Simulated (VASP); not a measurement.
Ni under changes of volume

One of the cells (10.809 Å³/atom); the others are scaled copies at fixed shape and fractional positions:

```
CELL_PARAMETERS angstrom
-1.39288 1.39288 1.39288
1.39288 -1.39288 1.39288
1.39288 1.39288 -1.39288
ATOMIC_POSITIONS crystal
Ni 0.00000 0.00000 0.00000
```

This isn't the form of Ni at room conditions, which is fcc.

| Quantity | Value |
| --- | --- |
| Program | VASP 6.6.1 |
| Functional | PBE |
| Potentials or basis | VASP PAW PBE potentials, release 64 (Ni) |
| Cutoff | 520 eV |
| k mesh | 13 × 13 × 13 |
| Occupations | fermi-dirac, width 0.05 eV |
| Spin | collinear spin, ferromagnetic start |
| Starting moments | [1.0] μB |

```csv
volume (Å³/atom),energy over the lowest point (meV/atom),pressure (GPa),moment (μB per cell)
9.962,69.52,23.4,0.50
10.174,?,?,?
10.385,22.29,12.4,0.56
10.809,1.86,3.4,0.58
11.021,0.00,-0.4,0.59
11.233,2.90,-3.8,0.60
```

What does the run at 10.174 Å³/atom give?

Energy over the lowest point 42.20 meV/atom; pressure 17.7 GPa; moment 0.54 μB per cell.

Worked out: A Birch-Murnaghan fit of order 3 (a polynomial in V^(-2/3)) to the other rows has its minimum at 10.99 Å³/atom with B0 = V·E''(V) = 190 GPa and B' = 4.9. It gives 42.10 meV/atom at 10.174 Å³/atom, against the run's 42.20, and -dE/dV = 17.8 GPa, against 17.7. A parabola through the other rows of the moment, of slope 0.12 μB per Å³/atom there, gives 0.53 μB, against the run's 0.54.

Energies are extrapolated to zero smearing.
